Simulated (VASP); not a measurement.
# Ni (P6_3/mmc) in VASP: further runs

One crystal, Ni, is run at these levels: PBEsol; tasks: single point.

All numbers are computed with VASP 6.6.1; they aren't measurements. Logs are shortened: lines on timing, memory, paths and dates and some standing lists are left out, and cuts for length are marked.

## (1) Starting point

Symmetry: P6_3/mmc, No. 194, hexagonal system. The conventional cell has a = 2.445 Å, b = 2.445 Å, c = 4.018 Å, α = 90.00°, β = 90.00°, γ = 120.00°. Ni (site symmetry -6m2) has 12 Ni at 2.45 to 2.46 Å as nearest neighbours.

This isn't the form of Ni at room conditions, which is fcc.

## (2) Single point, PBEsol, collinear spin, ferromagnetic start

INCAR

```
SYSTEM = Ni
PREC = Accurate
ENCUT = 700
EDIFF = 1E-6
ISMEAR = 0
SIGMA = 0.1
LREAL = .FALSE.
LASPH = .TRUE.
NELM = 120
ALGO = Fast
ISIF = 2
LWAVE = .FALSE.
LCHARG = .FALSE.
ISPIN = 2
MAGMOM = 1 1
LORBIT = 11
LMAXMIX = 4
GGA = PS
NBANDS = 21
```

KPOINTS

```
regular mesh
0
G
  21 21 10
  0 0 0
```

POSCAR

```
Ni
1.0
    2.4453800000      0.0000000000      0.0000000000
   -1.2226900000      2.1177600000      0.0000000000
    0.0000000000      0.0000000000      4.0175800000
Ni
2
Direct
    0.3333300000      0.6666700000      0.2500000000
    0.6666700000      0.3333300000      0.7500000000
```

Potentials or basis: VASP PAW PBE potentials, release 64 (Ni).

Launch:

```console
$ cat potpaw_PBE.64/Ni/POTCAR > POTCAR
$ mpirun -np 1 vasp_std > vasp.out
```

OUTCAR:

```text
SYSTEM = Ni
   PREC = Accurate
   ENCUT = 700
   EDIFF = 1E-6
   ISMEAR = 0
   LREAL = .FALSE.
   LASPH = .TRUE.
   NELM = 120
   ISIF = 2
   ISPIN = 2
   LORBIT = 11
   GGA = PS

 ion  position               nearest neighbor table
   1  0.333  0.667  0.250-   2 2.46   2 2.46   2 2.46   2 2.46   2 2.46   2 2.46
   2  0.667  0.333  0.750-   1 2.46   1 2.46   1 2.46   1 2.46   1 2.46   1 2.46

  LATTYP: Found a hexagonal cell.
 ALAT       =     2.4453800000
 C/A-ratio  =     1.6429266617

  Lattice vectors:

 A1 = (   2.4453800000,   0.0000000000,   0.0000000000)
 A2 = (  -1.2226900000,   2.1177600000,   0.0000000000)
 A3 = (   0.0000000000,   0.0000000000,   4.0175800000)

Analysis of symmetry for initial positions (statically):
=====================================================================
 Subroutine PRICEL returns:
 Original cell was already a primitive cell.

 Routine SETGRP: Setting up the symmetry group for a
 hexagonal supercell.

 Subroutine GETGRP returns: Found  8 space group operations
 (whereof  4 operations were pure point group operations)
 out of a pool of 24 trial point group operations.

The static configuration has the point symmetry C_2h.
 The point group associated with its full space group is D_2h.

Analysis of symmetry for dynamics (positions and initial velocities):
=====================================================================
 Subroutine PRICEL returns:
 Original cell was already a primitive cell.

 Routine SETGRP: Setting up the symmetry group for a
 hexagonal supercell.

 Subroutine GETGRP returns: Found  8 space group operations
 (whereof  4 operations were pure point group operations)
 out of a pool of 24 trial point group operations.

The dynamic configuration has the point symmetry C_2h.
 The point group associated with its full space group is D_2h.

Analysis of structural, dynamic, and magnetic symmetry:
=====================================================================
 Subroutine PRICEL returns:
 Original cell was already a primitive cell.

 Routine SETGRP: Setting up the symmetry group for a
 hexagonal supercell.

 Subroutine GETGRP returns: Found  8 space group operations
 (whereof  4 operations were pure point group operations)
 out of a pool of 24 trial point group operations.

The overall configuration has the point symmetry C_2h.
 The point group associated with its full space group is D_2h.

 Subroutine INISYM returns: Found  8 space group operations
 (whereof  4 operations are pure point group operations),
 and found     1 'primitive' translations

----------------------------------------------------------------------------------------

                                     Primitive cell

  volume of cell :      20.8060

  direct lattice vectors                    reciprocal lattice vectors
     2.445380000  0.000000000  0.000000000     0.408934399  0.236098519  0.000000000
    -1.222690000  2.117760000  0.000000000     0.000000000  0.472197038  0.000000000
     0.000000000  0.000000000  4.017580000     0.000000000  0.000000000  0.248906058

  length of vectors
     2.445380000  2.445378959  4.017580000     0.472196837  0.472197038  0.248906058

  position of ions in fractional coordinates (direct lattice)
     0.333330000  0.666670000  0.250000000
     0.666670000  0.333330000  0.750000000

  ion indices of the primitive-cell ions
   primitive index   ion index
                 1           1
                 2           2

----------------------------------------------------------------------------------------

 KPOINTS: regular mesh

Automatic generation of k-mesh.
 Grid dimensions read from file:
 generate k-points for:   21   21   10

 Generating k-lattice:

  Cartesian coordinates                     Fractional coordinates (reciprocal lattice)
     0.019473067  0.011242787  0.000000000     0.047619048  0.000000000  0.000000000
     0.000000000  0.022485573  0.000000000     0.000000000  0.047619048  0.000000000
     0.000000000  0.000000000  0.024890606     0.000000000  0.000000000  0.100000000

  Length of vectors
     0.022485564  0.022485573  0.024890606

  Shift w.r.t. Gamma in fractional coordinates (k-lattice)
     0.000000000  0.000000000  0.000000000

 Subroutine IBZKPT returns following result:
 ===========================================

 Found    726 irreducible k-points:

 Following reciprocal coordinates:
            Coordinates               Weight
  0.000000  0.000000  0.000000      1.000000
  0.047619 -0.000000  0.000000      4.000000
 -0.047619  0.047619  0.000000      2.000000
  0.095238 -0.000000  0.000000      4.000000
 -0.095238  0.095238  0.000000      2.000000
  0.142857 -0.000000  0.000000      4.000000
[... 16 lines left out ...]
 -0.047619  0.095238  0.000000      4.000000
  0.095238  0.047619  0.000000      4.000000
 [... further k-points ...]
   k-points           NKPTS =    726   k-points in BZ     NKDIM =    726   number of bands    NBANDS=     21
   number of dos      NEDOS =    301   number of ions     NIONS =      2
   total plane-waves  NPLWV =  20736
   dimension x,y,z NGX =    24 NGY =   24 NGZ =   36
   dimension x,y,z NGXF=    48 NGYF=   48 NGZF=   72
   ions per type =               2
   NGX,Y,Z   is equivalent  to a cutoff of  16.32, 16.32, 14.90 a.u.
   NGXF,Y,Z  is equivalent  to a cutoff of  32.63, 32.63, 29.79 a.u.
 SYSTEM =  Ni
   PREC   = accura    normal or accurate (medium, high low for compatibility)
   ISTART =      0    job   : 0-new  1-cont  2-samecut
   ICHARG =      2    charge: 1-file 2-atom 10-const
   ISPIN  =      2    spin polarized calculation?
   LNONCOLLINEAR =      F non collinear calculations
   LSORBIT =      F    spin-orbit coupling
   LASPH  =      T    aspherical Exc in radial PAW
   ENCUT  =  700.0 eV  51.45 Ry    7.17 a.u.   5.28  5.28  8.67*2*pi/ulx,y,z
   NELM   =    120;   NELMIN=  2; NELMDL= -5     # of ELM steps
   EDIFF  = 0.1E-05   stopping-criterion for ELM
   LREAL  =      F    real-space projection
   EDIFFG = 0.1E-04   stopping-criterion for IOM
   NSW    =      0    number of steps for IOM
   IBRION =     -1    ionic relax: 0-MD 1-quasi-New 2-CG
   NFREE  =      0    steps in history (QN), initial steepest desc. (CG)
   ISIF   =      2    stress and relaxation
   ISYM   =      2    0-nonsym 1-usesym 2-fastsym
   POTIM  = 0.5000    time-step for ionic-motion
   TEBEG  =    0.0;   TEEND  =   0.0 temperature during run
   PSTRESS=    0.0 pullay stress
   NELECT =      20.0000    total number of electrons
   NUPDOWN=      -1.0000    fix difference up-down
   EMIN   =  10.00;   EMAX   =-10.00  energy-range for DOS
   EFERMI =   0.00;   METHOD = LEGACY
   ISMEAR =     0;   SIGMA  =   0.10  broadening in eV -4-tet -1-fermi 0-gaus
   EFERMI_NEDOS =   21; number of points for ismear=-14 and -15
   IALGO  =     68    algorithm
   IMIX   =      4    mixing-type and parameters
     AMIX     =   0.40;   BMIX     =  1.00
     AMIX_MAG =   1.60;   BMIX_MAG =  1.00
  volume/ion in A,a.u.               =      10.40        70.20
  Fermi-wavevector in a.u.,A,eV,Ry     =   1.615681  3.053194 35.516990  2.610425
  Thomas-Fermi vector in A             =   2.710389
   LORBIT       =     11    0 simple, 1 ext, 2 COOP (PROOUT), +10 PAW based schemes
   GGA     = PS    functional components
   LHFCALC =     F    Hartree Fock is set to
   AEXX    =    0.0000 exact exchange contribution
   IVDW    =     0    specifies the selected vdW correction
   LEPSILON=     F    determine dielectric tensor
   LRPA    =     F    only Hartree local field effects (RPA)
 spin polarized calculation
 RMM-DIIS sequential band-by-band and
 Gauss-broadening in eV      SIGMA  =   0.10
  energy-cutoff  :      700.00
  volume of cell :       20.81
 maximum number of plane-waves:       888
 NGX is ok and might be reduce to    24
   NGX = 11   NGY = 11   NGZ = 17

 number of electron      20.0000008 magnetization       1.2388901

 Free energy of the ion-electron system (eV)
  ---------------------------------------------------
  ext. energy  EPLUGINS =         0.00000000
  ---------------------------------------------------
  free energy    TOTEN  =       -12.22728261 eV

  energy without entropy =      -12.20542844  energy(sigma->0) =      -12.21635552

 E-fermi :   9.8598     XC(G=0): -13.7022

 val. band max:        9.8594029963   @ k =   0.0476  -0.0000   0.3000
 cond. band min:       9.8601318542   @ k =   0.0476  -0.0000   0.0000
 fundamental gap:      0.0007288578
 Fermi energy:         9.8597930594

 spin component 1

 k-point     1 :       0.0000    0.0000    0.0000
  band No.  band energies     occupation
      1       0.4564      1.00000
      2       4.7422      1.00000
      3       7.2982      1.00000
      4       7.4066      1.00000
      5       7.4066      1.00000
      6       7.6923      1.00000
[... 13 lines left out ...]
     20      36.5443      0.00000
     21      41.5310      0.00000
[... 529 lines left out ...]
 k-point    24 :       0.0952    0.0476    0.0000
  band No.  band energies     occupation
      1       1.0230      1.00000
      2       5.0792      1.00000
      3       7.0207      1.00000
      4       7.5288      1.00000
      5       7.5471      1.00000
      6       7.6355      1.00000
[... 13 lines left out ...]
     20      38.9934      0.00000
     21      39.5686      0.00000

 [... further k-points ...]

 spin component 2

 k-point     1 :       0.0000    0.0000    0.0000
  band No.  band energies     occupation
      1       0.4516      1.00000
      2       5.1300      1.00000
      3       7.9697      1.00000
      4       8.0564      1.00000
      5       8.0564      1.00000
      6       8.3607      1.00000
[... 13 lines left out ...]
     20      36.6458      0.00000
     21      41.4938      0.00000
[... 529 lines left out ...]
 k-point    24 :       0.0952    0.0476    0.0000
  band No.  band energies     occupation
      1       1.0194      1.00000
      2       5.4882      1.00000
      3       7.6493      1.00000
      4       7.9357      1.00000
      5       8.2036      1.00000
      6       8.3086      1.00000
[... 13 lines left out ...]
     20      39.0695      0.00000
     21      39.7104      0.00000

 [... further k-points ...]
[... 5 lines left out ...]
  --------------------------------------------------------------------------------------
  -------------------------------------------------------------------------------------
  Total        0.0204485      0.0205089      0.0225778      0.0000524      0.0000000      0.0000000
  in kB        1.5746518      1.5793062      1.7386207      0.0040324      0.0000000      0.0000000
  external PRESSURE =       1.6308595 kB  Pullay stress =       0.0000000 kB

 VOLUME and BASIS-vectors are now :
 -----------------------------------------------------------------------------
  energy-cutoff  :      700.00
  volume of cell :       20.81
      direct lattice vectors                 reciprocal lattice vectors
     2.445380000  0.000000000  0.000000000     0.408934399  0.236098519  0.000000000
    -1.222690000  2.117760000  0.000000000     0.000000000  0.472197038  0.000000000
     0.000000000  0.000000000  4.017580000     0.000000000  0.000000000  0.248906058

 POSITION                                       TOTAL-FORCE (eV/Angst)
 -----------------------------------------------------------------------------------
     -0.00001      1.41185      1.00439         0.000051     -0.000030      0.000000
      1.22270      0.70591      3.01319        -0.000051      0.000030      0.000000
 -----------------------------------------------------------------------------------
    total drift:                                0.000000      0.000000      0.000000

  FREE ENERGIE OF THE ION-ELECTRON SYSTEM (eV)
  ---------------------------------------------------
  free  energy   TOTEN  =       -12.2272826094 eV

  energy  without entropy=      -12.2054284360  energy(sigma->0) =      -12.21635552

 total charge

# of ion       s       p       d       tot
------------------------------------------
    1        0.519   0.543   8.336   9.398
    2        0.519   0.543   8.336   9.398
--------------------------------------------------
tot          1.038   1.087  16.672  18.796

 magnetization (x)

# of ion       s       p       d       tot
------------------------------------------
    1       -0.005  -0.024   0.653   0.625
    2       -0.005  -0.024   0.653   0.625
--------------------------------------------------
tot         -0.010  -0.047   1.306   1.250
```

Wall time 7.7 min (1 thread of Intel Xeon Platinum 8488C (Sapphire Rapids), shared host); peak memory 0.7 GiB.

What came out:

```yaml
Free_energy: -12.2273 eV
Pressure: 0.2 GPa
Band_gap_on_the_k_mesh: none (metal or under the smearing width)
Net_moment: 1.24 μB per cell
Site_moments: Ni +0.62 μB
Valence_electrons_inside_the_program's_atomic_spheres: Ni 9.40
```

Caveat: the PAW data sets were made with another functional, which shifts forces and pressure a little.

## (3) Single point, PBEsol, collinear spin, ferromagnetic start

Changes to INCAR since step 2:

```diff
@@ -2,3 +2,3 @@
 PREC = Accurate
-ENCUT = 700
+ENCUT = 520
 EDIFF = 1E-6
```

KPOINTS

```
regular mesh
0
G
  30 30 16
  0 0 0
```

POSCAR is that of step 2.

Potentials or basis: VASP PAW PBE potentials, release 64 (Ni).

Launch:

```console
$ cat potpaw_PBE.64/Ni/POTCAR > POTCAR
$ mpirun -np 1 vasp_std > vasp.out
```

OUTCAR:

```text
SYSTEM = Ni
   PREC = Accurate
   ENCUT = 520
   EDIFF = 1E-6
   ISMEAR = 0
   LREAL = .FALSE.
   LASPH = .TRUE.
   NELM = 120
   ISIF = 2
   ISPIN = 2
   LORBIT = 11
   GGA = PS

 ion  position               nearest neighbor table
   1  0.333  0.667  0.250-   2 2.46   2 2.46   2 2.46   2 2.46   2 2.46   2 2.46
   2  0.667  0.333  0.750-   1 2.46   1 2.46   1 2.46   1 2.46   1 2.46   1 2.46

  LATTYP: Found a hexagonal cell.
 ALAT       =     2.4453800000
 C/A-ratio  =     1.6429266617

  Lattice vectors:

 A1 = (   2.4453800000,   0.0000000000,   0.0000000000)
 A2 = (  -1.2226900000,   2.1177600000,   0.0000000000)
 A3 = (   0.0000000000,   0.0000000000,   4.0175800000)

[... 1374 lines left out ...]
  energy-cutoff  :      520.00
  volume of cell :       20.81
      direct lattice vectors                 reciprocal lattice vectors
     2.445380000  0.000000000  0.000000000     0.408934399  0.236098519  0.000000000
    -1.222690000  2.117760000  0.000000000     0.000000000  0.472197038  0.000000000
     0.000000000  0.000000000  4.017580000     0.000000000  0.000000000  0.248906058

 POSITION                                       TOTAL-FORCE (eV/Angst)
 -----------------------------------------------------------------------------------
     -0.00001      1.41185      1.00439         0.000054     -0.000031      0.000000
      1.22270      0.70591      3.01319        -0.000054      0.000031      0.000000
 -----------------------------------------------------------------------------------
    total drift:                                0.000000     -0.000000      0.000000

  FREE ENERGIE OF THE ION-ELECTRON SYSTEM (eV)
  ---------------------------------------------------
  free  energy   TOTEN  =       -12.2279769255 eV

  energy  without entropy=      -12.2061802037  energy(sigma->0) =      -12.21707856

 total charge

# of ion       s       p       d       tot
------------------------------------------
    1        0.519   0.543   8.336   9.398
    2        0.519   0.543   8.336   9.398
--------------------------------------------------
tot          1.038   1.087  16.671  18.796

 magnetization (x)

# of ion       s       p       d       tot
------------------------------------------
    1       -0.005  -0.024   0.648   0.620
    2       -0.005  -0.024   0.648   0.620
--------------------------------------------------
tot         -0.010  -0.047   1.297   1.240
```

OSZICAR:

```text
N       E                     dE             d eps       ncg     rms          rms(c)
DAV:   1     0.939925044626E+02    0.93993E+02   -0.91474E+03197021   0.141E+03
DAV:   2    -0.899860282616E+01   -0.10299E+03   -0.94894E+02185421   0.235E+02
DAV:   3    -0.145769027568E+02   -0.55783E+01   -0.53675E+01207049   0.624E+01
DAV:   4    -0.146431793800E+02   -0.66277E-01   -0.66229E-01208028   0.642E+00
DAV:   5    -0.146449229164E+02   -0.17435E-02   -0.17435E-02209641   0.104E+00    0.157E+01
RMM:   6    -0.129037187963E+02    0.17412E+01   -0.77342E+00221156   0.300E+01    0.914E+00
RMM:   7    -0.122812273559E+02    0.62249E+00   -0.11372E+00218618   0.118E+01    0.316E+00
RMM:   8    -0.122342716150E+02    0.46956E-01   -0.20223E-02261971   0.984E-01    0.129E+00
RMM:   9    -0.122295050644E+02    0.47666E-02   -0.24000E-03247294   0.475E-01    0.361E-01
RMM:  10    -0.122279925338E+02    0.15125E-02   -0.94249E-04236099   0.340E-01    0.787E-02
RMM:  11    -0.122279921483E+02    0.38552E-06   -0.35703E-04287341   0.104E-01    0.301E-02
RMM:  12    -0.122279747197E+02    0.17429E-04   -0.38391E-05235389   0.581E-02    0.133E-02
RMM:  13    -0.122279766467E+02   -0.19271E-05   -0.20040E-05262100   0.249E-02    0.603E-03
RMM:  14    -0.122279769255E+02   -0.27875E-06   -0.14832E-06140969   0.768E-03
   1 F= -.12227977E+02 E0= -.12217079E+02  d E =-.217967E-01  mag=     1.2288
```

stdout:

```text
POSCAR found type information on POSCAR Ni
 POSCAR found :  1 types and       2 ions
 scaLAPACK will be used
 -----------------------------------------------------------------------------
|                                                                             |
|                                                                             |
|     You enforced a specific xc type in the INCAR file but a different       |
[... 33 lines left out ...]
WARNING in EDDRMM: call to ZHEGV failed, returncode =   6  3     21
WARNING in EDDRMM: call to ZHEGV failed, returncode =   8  4     19
WARNING in EDDRMM: call to ZHEGV failed, returncode =   6  3     20
WARNING in EDDRMM: call to ZHEGV failed, returncode =   8  4     20
WARNING in EDDRMM: call to ZHEGV failed, returncode =   6  3     20
WARNING in EDDRMM: call to ZHEGV failed, returncode =   8  4     19
WARNING in EDDRMM: call to ZHEGV failed, returncode =   6  3     20
```

It took 17 min on 1 thread of Intel Xeon Platinum 8488C (Sapphire Rapids), shared host; peak memory 1.2 GiB.

Results:

```
Free energy                                           : -12.2280 eV
Pressure                                              : 0.2 GPa
Band gap on the k mesh                                : none (metal or under the smearing width)
Net moment                                            : 1.23 μB per cell
Site moments                                          : Ni +0.62 μB
Valence electrons inside the program's atomic spheres : Ni 9.40
```

Caveat: the PAW data sets were made with another functional, which shifts forces and pressure a little.
